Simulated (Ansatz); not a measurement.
# CuO (Cc): one cell, many starting occupations (series 2)

Task: map the metastable states of CuO (Cc) by varying the start. Cell and atoms stay fixed.

Method: DFT PBE+U (U_eff = 7 eV on Cu d), plane waves, PAW, in Ansatz 0.2.0.

### 1 Starting point

Symmetry: Cc, No. 9, monoclinic system. Conventional cell: a = 4.689 Å, b = 3.427 Å, c = 5.132 Å, α = 90.00°, β = 99.65°, γ = 90.00°. Cu (site symmetry 1) has 4 O at 1.91 to 2.02 Å as nearest neighbours. Around O (site symmetry 1) lie 4 Cu at 1.91 to 2.02 Å.

Coordinates:

```xyz
8
Lattice="4.6893 0.0000 0.0000 4.6893 3.4268 0.0000 -0.8605 0.0000 5.0594" Properties=species:S:1:pos:R:3 pbc="T T T"
Cu    1.1723    0.8457    0.0000
Cu    5.4313    2.5811    2.5297
O     6.7617    3.1427    1.2836
O     1.6421    0.2841    3.8133
Cu    3.5170    2.5591    0.0000
Cu    3.0867    0.8677    2.5297
O     4.4171    1.4293    1.2836
O     3.9868    1.9975    3.8133
```

Magnetic order typed: antiferromagnetic, doubled cell 1/2 1/2 0.

The runs: random orbitals: single harmonics, second filling; random orbitals: fully mixed, first filling; random orbitals: single harmonics, first filling; random orbitals: fully mixed, one electron more; random orbitals: drawn by pairs, first filling.

An earlier series on this cell reached its lowest free state from «random orbitals: fully mixed, first filling», perhaps among other starts.

### 2 Random orbitals: single harmonics, second filling

The input, input.yaml:

```yaml
crystal:
  lattice:
    - [4.68929952, 0.0, 0.0]
    - [4.68929952, 3.42679964, 0.0]
    - [-0.86054991, 0.0, 5.05943948]
  atoms:
    - { symbol: Cu, position: [0.0032, 0.2468, 0.0], spin: 1.0 }
    - { symbol: Cu, position: [0.4968, 0.7532, 0.5], spin: 1.0 }
    - { symbol: O, position: [0.5714, 0.9171, 0.2537] }
    - { symbol: O, position: [0.4056, 0.0829, 0.7537] }
    - { symbol: Cu, position: [0.0032, 0.7468, 0.0], spin: -1.0 }
    - { symbol: Cu, position: [0.4968, 0.2532, 0.5], spin: -1.0 }
    - { symbol: O, position: [0.5714, 0.4171, 0.2537] }
    - { symbol: O, position: [0.4056, 0.5829, 0.7537] }
basis:
  ecutwfc: 420
  ecutrho_ratio: 4
kpoints:
  mp_grid: { grid: [7, 7, 4] }
hamiltonian:
  xc: pbe
  hubbard:
    sites:
      - { site: 0, l: d, u_eff: 7.0, starting_ns: [{ spin: up, occupation_matrix: s0up }, { spin: down, occupation_matrix: s0down }] }
      - { site: 1, l: d, u_eff: 7.0, starting_ns: [{ spin: up, occupation_matrix: s1up }, { spin: down, occupation_matrix: s1down }] }
      - { site: 4, l: d, u_eff: 7.0, starting_ns: [{ spin: up, occupation_matrix: s4up }, { spin: down, occupation_matrix: s4down }] }
      - { site: 5, l: d, u_eff: 7.0, starting_ns: [{ spin: up, occupation_matrix: s5up }, { spin: down, occupation_matrix: s5down }] }
    occupation_matrices:
      s0up:
        matrix:
          - [0.97, 0.0, 0.0, 0.0, 0.0]
          - [0.0, 0.97, 0.0, 0.0, 0.0]
          - [0.0, 0.0, 0.97, 0.0, 0.0]
          - [0.0, 0.0, 0.0, 0.97, 0.0]
          - [0.0, 0.0, 0.0, 0.0, 0.97]
      s0down:
        matrix:
          - [0.02, 0.0, 0.0, 0.0, 0.0]
          - [0.0, 0.97, 0.0, 0.0, 0.0]
          - [0.0, 0.0, 0.97, 0.0, 0.0]
          - [0.0, 0.0, 0.0, 0.97, 0.0]
          - [0.0, 0.0, 0.0, 0.0, 0.97]
      s1up:
        matrix:
          - [0.97, 0.0, 0.0, 0.0, 0.0]
          - [0.0, 0.97, 0.0, 0.0, 0.0]
          - [0.0, 0.0, 0.97, 0.0, 0.0]
          - [0.0, 0.0, 0.0, 0.97, 0.0]
          - [0.0, 0.0, 0.0, 0.0, 0.97]
      s1down:
        matrix:
          - [0.02, 0.0, 0.0, 0.0, 0.0]
          - [0.0, 0.97, 0.0, 0.0, 0.0]
          - [0.0, 0.0, 0.97, 0.0, 0.0]
          - [0.0, 0.0, 0.0, 0.97, 0.0]
          - [0.0, 0.0, 0.0, 0.0, 0.97]
      s4up:
        matrix:
          - [0.97, 0.0, 0.0, 0.0, 0.0]
          - [0.0, 0.97, 0.0, 0.0, 0.0]
          - [0.0, 0.0, 0.02, 0.0, 0.0]
          - [0.0, 0.0, 0.0, 0.97, 0.0]
          - [0.0, 0.0, 0.0, 0.0, 0.97]
      s4down:
        matrix:
          - [0.97, 0.0, 0.0, 0.0, 0.0]
          - [0.0, 0.97, 0.0, 0.0, 0.0]
          - [0.0, 0.0, 0.97, 0.0, 0.0]
          - [0.0, 0.0, 0.0, 0.97, 0.0]
          - [0.0, 0.0, 0.0, 0.0, 0.97]
      s5up:
        matrix:
          - [0.97, 0.0, 0.0, 0.0, 0.0]
          - [0.0, 0.97, 0.0, 0.0, 0.0]
          - [0.0, 0.0, 0.02, 0.0, 0.0]
          - [0.0, 0.0, 0.0, 0.97, 0.0]
          - [0.0, 0.0, 0.0, 0.0, 0.97]
      s5down:
        matrix:
          - [0.97, 0.0, 0.0, 0.0, 0.0]
          - [0.0, 0.97, 0.0, 0.0, 0.0]
          - [0.0, 0.0, 0.97, 0.0, 0.0]
          - [0.0, 0.0, 0.0, 0.97, 0.0]
          - [0.0, 0.0, 0.0, 0.0, 0.97]
    ns_hold: { iters: 12 }
scf:
  occupations: { method: gaussian, width: 0.05 }
  lower_state_search: "off"
  max_iter: 150
output:
  forces: true
  stress: true
  eigenvalues: true
  populations: true
  hubbard:
    sites:
      - { site: 0, l: d }
      - { site: 1, l: d }
      - { site: 4, l: d }
      - { site: 5, l: d }
magnetization:
  spin_polarized: true
```

The typed matrices put 0.97 on the chosen orbitals and 0.02 on the others, and are held for 12 cycles.

The run is started by

```bash
$ ansatz run input.yaml --threads 4 --pin off --max-ram 6144MiB --backend cpu --events-out ev --progress --plain --runs-dir out
```

Standard output, cut to the lines that bear on the results:

```text
Warning: crystal.symmetry: narrowed to the stabiliser of the occupation matrices — unitary ops 2 → 2, anti-unitary 2 → 0; lowered by the specified shells (site 0, l: d), (site 1, l: d), (site 4, l: d), (site 5, l: d); largest admitted image defect 4.4e-16, smallest excluded 9.5e-1 — at a [...]
Warning: RAYON_NUM_THREADS=4 ignored (pool sized by the plan → 4); use --threads N
Cu: projections on atomic orbitals take those of the free atom [Ne] 3s2 3p6 3d10 4s1, of charge +0.00 (hamiltonian.pseudopotentials.projection_atoms); the dataset's partial waves leave at most 2.0e-6 of an orbital's norm unspanned inside its sphere
O: projections on atomic orbitals take those of the free atom [He] 2s2 2p4, of charge +0.00 (hamiltonian.pseudopotentials.projection_atoms); the dataset's partial waves leave at most 1.9e-8 of an orbital's norm unspanned inside its sphere
[...]
Pseudopotentials: kind: paw
Pseudopotential: Cu, paw, valence charge 19, recommended cutoff 420 eV (normal), Cu.paw.azcp
Pseudopotential: O, paw, valence charge 6, recommended cutoff 420 eV (normal), O.paw.azcp
Functional definition: PBE
[...]
Crystal: 8 atoms, lattice volume = 81.302 Å³
Basis set: ecut = 420 eV, 1595 PW (Γ), exchange–correlation on 64×80×72 points (8 copies of the dense FFT grid, shifted against one another)
Bands: 63, of which v1, the nominal top of the filled ones, is band 50 counted from 1 (49 counted from 0)
Symmetry: 2 space group operations
Space group: Pc (ITA 7), of the structure as read, at distance tolerance 4.3e-5 Å
Magnetic group: BNS 7.30 (UNI 37), of the structure as read, at distance tolerance 4.3e-5 Å
k-points: 60 of 196 (time reversal used)
[...]
Starting moments: Σ|m| = 4 μB on 4 of 8 sites
[...]
WARN: hamiltonian.hubbard: on 4 of 8 specified blocks the occupation matrix of this SCF's result fails the test of the specified filling. At site 0 ↓ (sites count from 0 in the list of atoms of the cell that this SCF solves) the least filled combination of the orbitals specified full has [...]
  specified occupation → Cu0 d_3D up: matrix, ‖Δ‖_F = 0.0529, Tr Δ = -0.1146, displaced = 0.0573, d_λ = 0.0529; orbital distance = 0.0000
  specified occupation → Cu0 d_3D dn: matrix, ‖Δ‖_F = 1.1189, Tr Δ = -0.5021, displaced = 0.7960, d_λ = 0.4081; orbital distance = 1.4142
  Cu1 d_3D: site group C1 (1)
  Cu1 d_3D up     Tr n = 4.9646  λ = 0.984 0.987 0.997 0.998 0.998  [2× xy 0.35 A(1.00) | 3× z2 0.30 A(1.00)]
  Cu1 d_3D dn     Tr n = 4.4021  λ = 0.425 0.984 0.997 0.998 0.999  [xz 0.60 A(1.00) | xy 0.73 A(1.00) | 3× z2 0.30 A(1.00)]
  specified occupation → Cu1 d_3D up: matrix, ‖Δ‖_F = 0.0529, Tr Δ = -0.1146, displaced = 0.0573, d_λ = 0.0529; orbital distance = 0.0000
  specified occupation → Cu1 d_3D dn: matrix, ‖Δ‖_F = 1.1189, Tr Δ = -0.5021, displaced = 0.7960, d_λ = 0.4081; orbital distance = 1.4142
  Cu4 d_3D: site group C1 (1)
  Cu4 d_3D up     Tr n = 4.4021  λ = 0.425 0.984 0.997 0.998 0.999  [xz 0.60 A(1.00) | xy 0.73 A(1.00) | 3× z2 0.30 A(1.00)]
  Cu4 d_3D dn     Tr n = 4.9646  λ = 0.984 0.987 0.997 0.998 0.998  [2× xy 0.35 A(1.00) | 3× z2 0.30 A(1.00)]
  specified occupation → Cu4 d_3D up: matrix, ‖Δ‖_F = 0.9476, Tr Δ = -0.5021, displaced = 0.6690, d_λ = 0.4081; orbital distance = 1.1608
  specified occupation → Cu4 d_3D dn: matrix, ‖Δ‖_F = 0.0529, Tr Δ = -0.1146, displaced = 0.0573, d_λ = 0.0529; orbital distance = 0.0000
  Cu5 d_3D: site group C1 (1)
  Cu5 d_3D up     Tr n = 4.4021  λ = 0.425 0.984 0.997 0.998 0.999  [xz 0.60 A(1.00) | xy 0.73 A(1.00) | 3× z2 0.30 A(1.00)]
  Cu5 d_3D dn     Tr n = 4.9646  λ = 0.984 0.987 0.997 0.998 0.998  [2× xy 0.35 A(1.00) | 3× z2 0.30 A(1.00)]
  specified occupation → Cu5 d_3D up: matrix, ‖Δ‖_F = 0.9476, Tr Δ = -0.5021, displaced = 0.6690, d_λ = 0.4081; orbital distance = 1.1608
  specified occupation → Cu5 d_3D dn: matrix, ‖Δ‖_F = 0.0529, Tr Δ = -0.1146, displaced = 0.0573, d_λ = 0.0529; orbital distance = 0.0000
  Tr n, λ and their labels are of the run-group-symmetrised matrices; stabiliser: 4 of 8 elements of G0×{1,Θ} (closed), max defect 4.7e-5 at τ = 9.0e-4
```

Wall time 1.8 min (4 threads of Arm Neoverse V1, shared host); peak memory 0.79 GiB.

It ends with a gap on the mesh of 0.99 eV, pressure 8.7 GPa, moments in spheres Cu 0.60, -0.60 μB, largest force component 0.78 eV/Å, 2 symmetry operations imposed. The program reports that the typed filling wasn't kept.

How the shells are filled (orbitals counted by the eigenvalues of the occupation matrices):

```csv
shell,channel,electrons,over 0.8,0.2 to 0.8,under 0.2
Cu 3d (atom 1),up,4.96,5,0,0
Cu 3d (atom 1),down,4.40,4,1,0
Cu 3d (atom 5),up,4.40,4,1,0
Cu 3d (atom 5),down,4.96,5,0,0
```

### 3 Random orbitals: fully mixed, first filling

input.yaml: that of step 2 with these lines changed.

```diff
@@ -37,7 +37,7 @@
         matrix:
-          - [0.02, 0.0, 0.0, 0.0, 0.0]
-          - [0.0, 0.97, 0.0, 0.0, 0.0]
-          - [0.0, 0.0, 0.97, 0.0, 0.0]
-          - [0.0, 0.0, 0.0, 0.97, 0.0]
-          - [0.0, 0.0, 0.0, 0.0, 0.97]
+          - [0.56758, -0.09287, -0.44576, 0.11144, -0.02476]
+          - [-0.09287, 0.94857, -0.10287, 0.02572, -0.00571]
+          - [-0.44576, -0.10287, 0.47624, 0.12344, -0.02743]
+          - [0.11144, 0.02572, 0.12344, 0.93914, 0.00686]
+          - [-0.02476, -0.00571, -0.02743, 0.00686, 0.96848]
       s1up:
@@ -51,14 +51,14 @@
         matrix:
-          - [0.02, 0.0, 0.0, 0.0, 0.0]
-          - [0.0, 0.97, 0.0, 0.0, 0.0]
-          - [0.0, 0.0, 0.97, 0.0, 0.0]
-          - [0.0, 0.0, 0.0, 0.97, 0.0]
-          - [0.0, 0.0, 0.0, 0.0, 0.97]
+          - [0.47929, -0.40211, 0.04771, -0.12949, 0.21128]
+          - [-0.40211, 0.64049, 0.03909, -0.10611, 0.17313]
+          - [0.04771, 0.03909, 0.96536, 0.01259, -0.02054]
+          - [-0.12949, -0.10611, 0.01259, 0.93583, 0.05575]
+          - [0.21128, 0.17313, -0.02054, 0.05575, 0.87903]
       s4up:
         matrix:
-          - [0.97, 0.0, 0.0, 0.0, 0.0]
-          - [0.0, 0.97, 0.0, 0.0, 0.0]
-          - [0.0, 0.0, 0.02, 0.0, 0.0]
-          - [0.0, 0.0, 0.0, 0.97, 0.0]
-          - [0.0, 0.0, 0.0, 0.0, 0.97]
+          - [0.73913, 0.30625, 0.17904, -0.0801, -0.18375]
+          - [0.30625, 0.56375, -0.2375, 0.10625, 0.24375]
+          - [0.17904, -0.2375, 0.83115, 0.06212, 0.1425]
+          - [-0.0801, 0.10625, 0.06212, 0.94221, -0.06375]
+          - [-0.18375, 0.24375, 0.1425, -0.06375, 0.82375]
       s4down:
@@ -72,7 +72,7 @@
         matrix:
-          - [0.97, 0.0, 0.0, 0.0, 0.0]
-          - [0.0, 0.97, 0.0, 0.0, 0.0]
-          - [0.0, 0.0, 0.02, 0.0, 0.0]
-          - [0.0, 0.0, 0.0, 0.97, 0.0]
-          - [0.0, 0.0, 0.0, 0.0, 0.97]
+          - [0.91553, -0.07263, 0.1793, 0.04766, 0.09532]
+          - [-0.07263, 0.87317, 0.23906, 0.06355, 0.1271]
+          - [0.1793, 0.23906, 0.37982, -0.15688, -0.31377]
+          - [0.04766, 0.06355, -0.15688, 0.9283, -0.08341]
+          - [0.09532, 0.1271, -0.31377, -0.08341, 0.80319]
       s5down:
@@ -84,3 +84,3 @@
           - [0.0, 0.0, 0.0, 0.0, 0.97]
-    ns_hold: { iters: 12 }
+    ns_hold: { iters: 5 }
 scf:
```

The typed matrices put 0.97 on the chosen orbitals and 0.02 on the others, and are held for 5 cycles.

The run is started by

```bash
$ ansatz run input.yaml --threads 4 --pin off --max-ram 6144MiB --backend cpu --events-out ev --progress --plain --runs-dir out
```

Standard output, cut to the lines that bear on the results:

```text
Warning: crystal.symmetry: narrowed to the stabiliser of the occupation matrices — unitary ops 2 → 1, anti-unitary 2 → 0; lowered by the specified shells (site 0, l: d), (site 1, l: d), (site 4, l: d), (site 5, l: d); largest admitted image defect 4.4e-16, smallest excluded 4.9e-1 — at a [...]
Warning: RAYON_NUM_THREADS=4 ignored (pool sized by the plan → 4); use --threads N
Cu: projections on atomic orbitals take those of the free atom [Ne] 3s2 3p6 3d10 4s1, of charge +0.00 (hamiltonian.pseudopotentials.projection_atoms); the dataset's partial waves leave at most 2.0e-6 of an orbital's norm unspanned inside its sphere
O: projections on atomic orbitals take those of the free atom [He] 2s2 2p4, of charge +0.00 (hamiltonian.pseudopotentials.projection_atoms); the dataset's partial waves leave at most 1.9e-8 of an orbital's norm unspanned inside its sphere
[...]
[... 4 set-up lines as earlier in the session ...]
[...]
Crystal: 8 atoms, lattice volume = 81.302 Å³
[...]
WARN: hamiltonian.hubbard: on 4 of 8 specified blocks the occupation matrix of this SCF's result fails the test of the specified filling. At site 0 ↓ (sites count from 0 in the list of atoms of the cell that this SCF solves) the least filled combination of the orbitals specified full has [...]
  specified occupation → Cu1 d_3D dn: matrix, ‖Δ‖_F = 0.9986, Tr Δ = -0.5021, displaced = 0.7065, d_λ = 0.4081; orbital distance = 1.2362
  Cu4 d_3D: site group C1 (1)
  Cu4 d_3D up     Tr n = 4.4020  λ = 0.425 0.984 0.997 0.998 0.999  [xz 0.60 A(1.00) | xy 0.73 A(1.00) | 3× z2 0.30 A(1.00)]
  Cu4 d_3D dn     Tr n = 4.9646  λ = 0.984 0.987 0.997 0.998 0.998  [2× xy 0.35 A(1.00) | 3× z2 0.30 A(1.00)]
  specified occupation → Cu4 d_3D up: matrix, ‖Δ‖_F = 1.0963, Tr Δ = -0.5021, displaced = 0.7795, d_λ = 0.4081; orbital distance = 1.3815
  specified occupation → Cu4 d_3D dn: matrix, ‖Δ‖_F = 0.0529, Tr Δ = -0.1146, displaced = 0.0573, d_λ = 0.0529; orbital distance = 0.0000
  Cu5 d_3D: site group C1 (1)
  Cu5 d_3D up     Tr n = 4.4021  λ = 0.425 0.984 0.997 0.998 0.999  [xz 0.60 A(1.00) | xy 0.73 A(1.00) | 3× z2 0.30 A(1.00)]
  Cu5 d_3D dn     Tr n = 4.9646  λ = 0.984 0.987 0.997 0.998 0.998  [2× xy 0.35 A(1.00) | 3× z2 0.30 A(1.00)]
  specified occupation → Cu5 d_3D up: matrix, ‖Δ‖_F = 1.0958, Tr Δ = -0.5021, displaced = 0.7779, d_λ = 0.4081; orbital distance = 1.3784
  specified occupation → Cu5 d_3D dn: matrix, ‖Δ‖_F = 0.0529, Tr Δ = -0.1146, displaced = 0.0573, d_λ = 0.0529; orbital distance = 0.0000
  Tr n, λ and their labels are of the run-group-symmetrised matrices; stabiliser: 4 of 8 elements of G0×{1,Θ} (closed), max defect 1.4e-4 at τ = 2.1e-3
```

It took 2 min on 4 threads of Arm Neoverse V1, shared host; peak memory 1.1 GiB.

Result: a gap on the mesh of 0.99 eV, pressure 8.7 GPa, moments in spheres Cu 0.60, -0.60 μB, largest force component 0.78 eV/Å, 1 symmetry operation imposed. The program reports that the typed filling wasn't kept.

How the shells are filled (orbitals counted by the eigenvalues of the occupation matrices):

```csv
shell,channel,electrons,over 0.8,0.2 to 0.8,under 0.2
Cu 3d (atom 1),up,4.96,5,0,0
Cu 3d (atom 1),down,4.40,4,1,0
Cu 3d (atom 5),up,4.40,4,1,0
Cu 3d (atom 5),down,4.96,5,0,0
```

### 4 Random orbitals: single harmonics, first filling

input.yaml: that of step 3 with these lines changed.

```diff
@@ -37,7 +37,7 @@
         matrix:
-          - [0.56758, -0.09287, -0.44576, 0.11144, -0.02476]
-          - [-0.09287, 0.94857, -0.10287, 0.02572, -0.00571]
-          - [-0.44576, -0.10287, 0.47624, 0.12344, -0.02743]
-          - [0.11144, 0.02572, 0.12344, 0.93914, 0.00686]
-          - [-0.02476, -0.00571, -0.02743, 0.00686, 0.96848]
+          - [0.97, 0.0, 0.0, 0.0, 0.0]
+          - [0.0, 0.97, 0.0, 0.0, 0.0]
+          - [0.0, 0.0, 0.97, 0.0, 0.0]
+          - [0.0, 0.0, 0.0, 0.02, 0.0]
+          - [0.0, 0.0, 0.0, 0.0, 0.97]
       s1up:
@@ -51,14 +51,14 @@
         matrix:
-          - [0.47929, -0.40211, 0.04771, -0.12949, 0.21128]
-          - [-0.40211, 0.64049, 0.03909, -0.10611, 0.17313]
-          - [0.04771, 0.03909, 0.96536, 0.01259, -0.02054]
-          - [-0.12949, -0.10611, 0.01259, 0.93583, 0.05575]
-          - [0.21128, 0.17313, -0.02054, 0.05575, 0.87903]
+          - [0.97, 0.0, 0.0, 0.0, 0.0]
+          - [0.0, 0.97, 0.0, 0.0, 0.0]
+          - [0.0, 0.0, 0.97, 0.0, 0.0]
+          - [0.0, 0.0, 0.0, 0.02, 0.0]
+          - [0.0, 0.0, 0.0, 0.0, 0.97]
       s4up:
         matrix:
-          - [0.73913, 0.30625, 0.17904, -0.0801, -0.18375]
-          - [0.30625, 0.56375, -0.2375, 0.10625, 0.24375]
-          - [0.17904, -0.2375, 0.83115, 0.06212, 0.1425]
-          - [-0.0801, 0.10625, 0.06212, 0.94221, -0.06375]
-          - [-0.18375, 0.24375, 0.1425, -0.06375, 0.82375]
+          - [0.97, 0.0, 0.0, 0.0, 0.0]
+          - [0.0, 0.97, 0.0, 0.0, 0.0]
+          - [0.0, 0.0, 0.97, 0.0, 0.0]
+          - [0.0, 0.0, 0.0, 0.02, 0.0]
+          - [0.0, 0.0, 0.0, 0.0, 0.97]
       s4down:
@@ -72,7 +72,7 @@
         matrix:
-          - [0.91553, -0.07263, 0.1793, 0.04766, 0.09532]
-          - [-0.07263, 0.87317, 0.23906, 0.06355, 0.1271]
-          - [0.1793, 0.23906, 0.37982, -0.15688, -0.31377]
-          - [0.04766, 0.06355, -0.15688, 0.9283, -0.08341]
-          - [0.09532, 0.1271, -0.31377, -0.08341, 0.80319]
+          - [0.97, 0.0, 0.0, 0.0, 0.0]
+          - [0.0, 0.97, 0.0, 0.0, 0.0]
+          - [0.0, 0.0, 0.97, 0.0, 0.0]
+          - [0.0, 0.0, 0.0, 0.02, 0.0]
+          - [0.0, 0.0, 0.0, 0.0, 0.97]
       s5down:
@@ -84,3 +84,3 @@
           - [0.0, 0.0, 0.0, 0.0, 0.97]
-    ns_hold: { iters: 5 }
+    ns_hold: until_converged
 scf:
```

The typed matrices put 0.97 on the chosen orbitals and 0.02 on the others, and are held until the SCF converges, then released.

The run is started by

```bash
$ ansatz run input.yaml --threads 4 --pin off --max-ram 6144MiB --backend cpu --events-out ev --progress --plain --runs-dir out
```

Standard output, cut to the lines that bear on the results:

```text
Warning: RAYON_NUM_THREADS=4 ignored (pool sized by the plan → 4); use --threads N
Cu: projections on atomic orbitals take those of the free atom [Ne] 3s2 3p6 3d10 4s1, of charge +0.00 (hamiltonian.pseudopotentials.projection_atoms); the dataset's partial waves leave at most 2.0e-6 of an orbital's norm unspanned inside its sphere
O: projections on atomic orbitals take those of the free atom [He] 2s2 2p4, of charge +0.00 (hamiltonian.pseudopotentials.projection_atoms); the dataset's partial waves leave at most 1.9e-8 of an orbital's norm unspanned inside its sphere
[...]
[... 4 set-up lines as earlier in the session ...]
[...]
Crystal: 8 atoms, lattice volume = 81.302 Å³
Basis set: ecut = 420 eV, 1595 PW (Γ), exchange–correlation on 64×80×72 points (8 copies of the dense FFT grid, shifted against one another)
[...]
WARN: hamiltonian.hubbard: on 4 of 8 specified blocks the occupation matrix of this SCF's result fails the test of the specified filling. At site 0 ↓ (sites count from 0 in the list of atoms of the cell that this SCF solves) the least filled combination of the orbitals specified full has [...]
  Cu4 d_3D: site group C1 (1)
  Cu4 d_3D up     Tr n = 4.4021  λ = 0.425 0.984 0.997 0.998 0.999  [xz 0.60 A(1.00) | xy 0.73 A(1.00) | 3× z2 0.30 A(1.00)]
  Cu4 d_3D dn     Tr n = 4.9646  λ = 0.984 0.987 0.997 0.998 0.998  [5× z2 0.20 A(1.00)]
  specified occupation → Cu4 d_3D up: matrix, ‖Δ‖_F = 1.0861, Tr Δ = -0.5021, displaced = 0.7715, d_λ = 0.4081; orbital distance = 1.3657
  specified occupation → Cu4 d_3D dn: matrix, ‖Δ‖_F = 0.0529, Tr Δ = -0.1146, displaced = 0.0573, d_λ = 0.0529; orbital distance = 0.0000
  Cu5 d_3D: site group C1 (1)
  Cu5 d_3D up     Tr n = 4.4021  λ = 0.425 0.984 0.997 0.998 0.999  [xz 0.60 A(1.00) | xy 0.73 A(1.00) | 3× z2 0.30 A(1.00)]
  Cu5 d_3D dn     Tr n = 4.9646  λ = 0.984 0.987 0.997 0.998 0.998  [5× z2 0.20 A(1.00)]
  specified occupation → Cu5 d_3D up: matrix, ‖Δ‖_F = 1.0861, Tr Δ = -0.5021, displaced = 0.7715, d_λ = 0.4081; orbital distance = 1.3657
  specified occupation → Cu5 d_3D dn: matrix, ‖Δ‖_F = 0.0529, Tr Δ = -0.1146, displaced = 0.0573, d_λ = 0.0529; orbital distance = 0.0000
  Tr n, λ and their labels are of the run-group-symmetrised matrices; stabiliser: 4 of 8 elements of G0×{1,Θ} (closed), max defect 1.9e-15 at τ = 2.2e-3
```

It took 76 s on 4 threads of Arm Neoverse V1, shared host; peak memory 0.74 GiB.

End state: a gap on the mesh of 0.99 eV, pressure 8.7 GPa, moments in spheres Cu 0.60, -0.60 μB, largest force component 0.78 eV/Å, 2 symmetry operations imposed. The program reports that the typed filling wasn't kept.

The shells' filling, with natural orbitals sorted by occupation:

```csv
shell,channel,electrons,over 0.8,0.2 to 0.8,under 0.2
Cu 3d (atom 1),up,4.96,5,0,0
Cu 3d (atom 1),down,4.40,4,1,0
Cu 3d (atom 5),up,4.40,4,1,0
Cu 3d (atom 5),down,4.96,5,0,0
```

(Part 1 of 2 ends here.)
